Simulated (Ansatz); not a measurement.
# InP: stress in a strained cell

InP is deformed so: equal xy, yz and zx engineering shear strains of -3 %. What stress and forces result, by LAPW, PAW and all-electron datasets made for the crystal?

Computed with Ansatz 0.2.0 (DFT PBEsol, scalar-relativistic, unless a step's input says otherwise).

## Step 1: Starting point

It takes space group Fm-3m (No. 225, cubic). The conventional cell has a = 5.710 Å, b = 5.710 Å, c = 5.710 Å, α = 90.00°, β = 90.00°, γ = 90.00°. Around In (site symmetry m-3m) lie 6 P at 2.85 to 2.86 Å. Around P (site symmetry m-3m) lie 6 In at 2.85 to 2.86 Å.

As a file:

```xyz
2
Lattice="0.0000 2.8550 2.8550 2.8550 0.0000 2.8550 2.8550 2.8550 0.0000" Properties=species:S:1:pos:R:3 pbc="T T T"
In    0.0000    0.0000    0.0000
P     2.8550    2.8550    2.8550
```

Atoms are numbered in the order of the input: In1, P2.

## Step 2: The deformed structure

Space group Fm-3m before, R-3m after.

## Step 3: All-electron LAPW

File input.yaml:

```yaml
crystal:
  lattice:
    - [-0.08565, 2.812175, 2.812175]
    - [2.812175, -0.08565, 2.812175]
    - [2.812175, 2.812175, -0.08565]
  atoms:
    - { symbol: In, position: [0.0, 0.0, 0.0] }
    - { symbol: P, position: [0.5, 0.5, 0.5] }
kpoints:
  mp_grid: { grid: [11, 11, 11] }
  band_path:
    path:
      - [0.0, 0.0, 0.0]
      - [0.5, 0.5, 0.5]
      - [0.2579113083, 0.5, 0.7420886917]
      - [-0.2579113083, 0.2579113083, 0.5]
      - [0.0, 0.0, 0.5]
      - [0.0, 0.0, 0.0]
      - [-0.3789556542, 0.0, 0.3789556542]
      - [0.0, 0.3789556542, 0.6210443458]
      - [0.0, 0.5, 0.5]
    npoints: 5
scf:
  occupations: { method: fermi_dirac, width: 0.03 }
hamiltonian:
  xc: pbesol
  pseudopotentials: { kind: all_electron, lapw: { basis_error: 0.00025 } }
output:
  forces: true
  stress: true
  eigenvalues: true
```

Launch:

```console
> ansatz run input.yaml --threads 1 --pin off --max-ram 3072MiB --backend cpu --events-out ev --progress --plain --runs-dir out
```

## Step 4: PAW on the default files

File input.yaml:

```yaml
crystal:
  lattice:
    - [-0.08565, 2.812175, 2.812175]
    - [2.812175, -0.08565, 2.812175]
    - [2.812175, 2.812175, -0.08565]
  atoms:
    - { symbol: In, position: [0.0, 0.0, 0.0] }
    - { symbol: P, position: [0.5, 0.5, 0.5] }
kpoints:
  mp_grid: { grid: [11, 11, 11] }
scf:
  occupations: { method: fermi_dirac, width: 0.03 }
hamiltonian:
  xc: pbesol
  pseudopotentials: { kind: paw }
output:
  forces: true
  stress: true
  eigenvalues: true
  efg: { contact_densities: true }
  write_density: true
  write_potential: true
  elf: true
  volumetric_format: npy
```

## Step 5: Datasets made for this crystal

Edit input.yaml of step 4 so:

```diff
@@ -14,3 +14,3 @@
   xc: pbesol
-  pseudopotentials: { kind: paw }
+  pseudopotentials: { kind: all_electron, datasets: crystal }
 output:
@@ -20,5 +20 @@
   efg: { contact_densities: true }
-  write_density: true
-  write_potential: true
-  elf: true
-  volumetric_format: npy
```

(Steps that only read results are left out.)

Q: Predict the outcome of this session. Wanted: pressure; largest shear or deviatoric stress.

The runs gave:

```
                                 quantity                                              value
                                 pressure  LAPW -8.18, PAW -8.19, crystal datasets -8.18 GPa
largest shear or deviatoric stress (LAPW)                                           0.81 GPa
```

**Reading.** The largest part of the stress beyond the pressure is 0.81 GPa in size; the atoms are carried along and not relaxed. No run of the undeformed cell stands beside it, so the pressure holds what the given cell had before the change. PAW: stress within 0.01 GPa of LAPW. Crystal datasets: stress within 0.01 GPa of LAPW.
